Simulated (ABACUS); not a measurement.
Input of an ABACUS 3.10.1 run:

run_abacus.py

```python
"""ABACUS run from a structure file: ASE reads it, the script writes STRU, KPT and INPUT."""
import re
import subprocess
from ase.io import read
from ase.units import Bohr

atoms = read("InP.xyz")
atoms = atoms[(-atoms.numbers).argsort(kind="stable")]  # ABACUS lists atoms element by element
pseudo = {'In': 'In.upf', 'P': 'P.upf'}
orbital = {}
magmoms = None
kmesh = [6, 6, 6]
params = {
    'suffix': 'InP',
    'calculation': 'scf',
    'basis_type': 'pw',
    'pseudo_dir': './',
    'symmetry': 1,
    'dft_functional': 'GGA_X_RPBE+GGA_C_PBE',
    'ecutwfc': 71,
    'pseudo_rcut': 10,
    'nspin': 1,
    'nbands': 19,
    'ks_solver': 'dav',
    'smearing_method': 'fd',
    'smearing_sigma': 0.00367493,
    'scf_thr': 1e-08,
    'scf_nmax': 100,
    'mixing_type': 'broyden',
    'mixing_beta': 0.7,
    'cal_force': 1,
    'cal_stress': 1,
    'out_chg': 1,
    'kpar': 4,
}

symbols = atoms.get_chemical_symbols()
elements = list(dict.fromkeys(symbols))
lines = ["ATOMIC_SPECIES"] + [f"{e} {atoms.get_masses()[symbols.index(e)]:.4f} {pseudo[e]}" for e in elements]
if orbital:
    lines += ["", "NUMERICAL_ORBITAL"] + [orbital[e] for e in elements]
lines += ["", "LATTICE_CONSTANT", f"{1 / Bohr:.10f}", "", "LATTICE_VECTORS"]
lines += [" ".join(f"{x:.10f}" for x in v) for v in atoms.cell]
lines += ["", "ATOMIC_POSITIONS", "Direct"]
for e in elements:
    lines += ["", e, "0.0", str(symbols.count(e))]
    for i, p in enumerate(atoms.get_scaled_positions(wrap=False)):
        if symbols[i] == e:
            mag = "" if magmoms is None else " mag " + " ".join(str(x) for x in (magmoms[i] if isinstance(magmoms[i], list) else [magmoms[i]]))
            lines.append(" ".join(f"{x:.10f}" for x in p) + " 1 1 1" + mag)
open("STRU", "w").write("\n".join(lines) + "\n")
open("KPT", "w").write("K_POINTS\n0\nGamma\n%d %d %d 0 0 0\n" % tuple(kmesh))
open("INPUT", "w").write("INPUT_PARAMETERS\n" + "".join(f"{k:<20s}{v}\n" for k, v in params.items()))

done = subprocess.run(['mpirun', '-np', '4', 'abacus'])
if done.returncode:
    raise SystemExit(done.returncode)
log = open("OUT.InP/running_scf.log").read()
print("final energy (eV):", re.findall(r"FINAL_ETOT_IS (\S+)", log))
```

InP.xyz

```xyz
2
Lattice="0.0000000000 2.9305000000 2.9305000000 2.9305000000 0.0000000000 2.9305000000 2.9305000000 2.9305000000 0.0000000000" Properties=species:S:1:pos:R:3 pbc="T T T"
In     0.0000000000      0.0000000000      0.0000000000
P      4.3957500000      4.3957500000      4.3957500000
```

Potentials or basis: PseudoDojo NC SR 0.5 PBE standard, plane waves.

The run is started by

```bash
$ OMP_NUM_THREADS=1 python run_abacus.py > log
```

**Question.** What does it give for the band gap on the k mesh?

**Answer.** 0.84 eV, direct.

**Question.** Predict the pressure.

**Answer.** 5.0 GPa.

Caveat: the potentials were made for another functional, which shifts forces and pressure; spin-orbit coupling is left out, which moves the levels of the heavy elements.

**What was measured.**

From a printed reference work, data compilation, for a bulk crystal of InP at 1.6 K: band gap 1.4236 eV (direct).

Measured gap of InP: 1.4236 eV (direct; 1.6 K; a printed reference work, data compilation). This calculation gives 0.84 eV (-0.59 eV). Spin-orbit coupling on In is left out. The value is that of RPBE, without temperature or zero-point motion. Semilocal functionals fall short of measured gaps as a rule.
